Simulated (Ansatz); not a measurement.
A crystal relaxed with r2SCAN in the PAW code Ansatz has space group I-42d (No. 122) and a = 5.447 Å, c = 10.731 Å.

```csv
atom,site,x,y,z
Zn,4a,0.0000,0.5000,0.2500
Ge,4b,0.5000,0.0000,0.2500
Xx,8d,0.2500,0.7542,0.3750
```

With r2SCAN the valence top lies at Γ and the conduction bottom at k = (0.432, -0.438, 0.438), 1.43 eV higher; the smallest vertical gap, at Γ, is 1.63 eV. With HSE06 the valence top lies at Γ and the conduction bottom at k = (0.432, -0.438, 0.438), 1.89 eV higher; the smallest vertical gap, at Γ, is 2.04 eV. The PBE gap is indirect, 1.21 eV (Γ to M–S (0.30 of the way from M)), below the direct gap of 1.40 eV at Γ. A second conduction valley, at X, lies only 31 meV higher, so their order isn't settled. Meshes: r2SCAN 6×6×6, HSE06 4×4×4, PBE 6×6×6.

Task: Which element is Xx?
A. Bi
B. As
C. P
D. N

Result: C. Xx is P: ZnGeP2 (I-42d) from a database of computed structures. Around Zn lie 4 P at 2.36 Å; around Ge lie 4 P at 2.33 Å; around P lie 2 Ge at 2.33 Å and 2 Zn at 2.36 Å.

(Simulation; spin polarisation is off.)

Spin-orbit coupling is left out.

Where an edge lies off the special points, it is a point of the mesh or the k point where a search put PBE's edge or least direct gap, reused for the other functionals, whose own edges may lie a little apart; PBE's own value is read along its path and can be a few hundredths of an eV high.

Coordinates of k points refer to the reciprocal vectors of the primitive cell of the runs.

The meshes of the hybrids are coarse, so their gaps aren't converged to the digits shown.
